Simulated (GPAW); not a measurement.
The system is Bi.

```xyz
1
Lattice="-1.9814 1.9814 1.9814 1.9814 -1.9814 1.9814 1.9814 1.9814 -1.9814" Properties=species:S:1:pos:R:3 pbc="T T T"
Bi    0.0000    0.0000    0.0000
```

This isn't the form of Bi at room conditions, which is rhombohedral.

```yaml
Program: GPAW 26.7.0
Task: relaxation of cell and atoms
Functional: BLYP
Potentials_or_basis: PAW data sets generated in the run's folder for this functional
Cutoff: 600 eV
Basis: pw
k_mesh: 9 × 9 × 9
Occupations: fermi-dirac, width 0.05 eV
Spin: no spin polarisation
```

At the start: pressure 4.9 GPa; volume 31.12 Å³/atom.

Task: Where does the relaxation end?

Result: Over 4 steps the energy falls by 41.6 meV/atom and the volume is 34.12 Å³/atom (+9.6 %); space group Im-3m (No. 229, to 0.05 Å).

Step by step:
```tsv
step	energy change (eV)	largest force (eV/Å)	pressure (GPa)	volume (Å³)
1	0.0000	0.0000	4.85	31.12
2	-0.0291	0.0000	2.46	32.40
3	-0.0414	0.0000	0.30	33.90
4	-0.0416	0.0000	0.02	34.12
```

Final structure:
```cif
data_structure
_symmetry_space_group_name_H-M 'P 1'
_symmetry_Int_Tables_number 1
_cell_length_a 3.5389
_cell_length_b 3.5389
_cell_length_c 3.5389
_cell_angle_alpha 109.471
_cell_angle_beta 109.471
_cell_angle_gamma 109.471
_cell_volume 34.12
loop_
_atom_site_label
_atom_site_type_symbol
_atom_site_fract_x
_atom_site_fract_y
_atom_site_fract_z
_atom_site_occupancy
Bi1 Bi 0.00000 0.00000 0.00000 1
```

Caveat: later steps reuse the first step's grids.
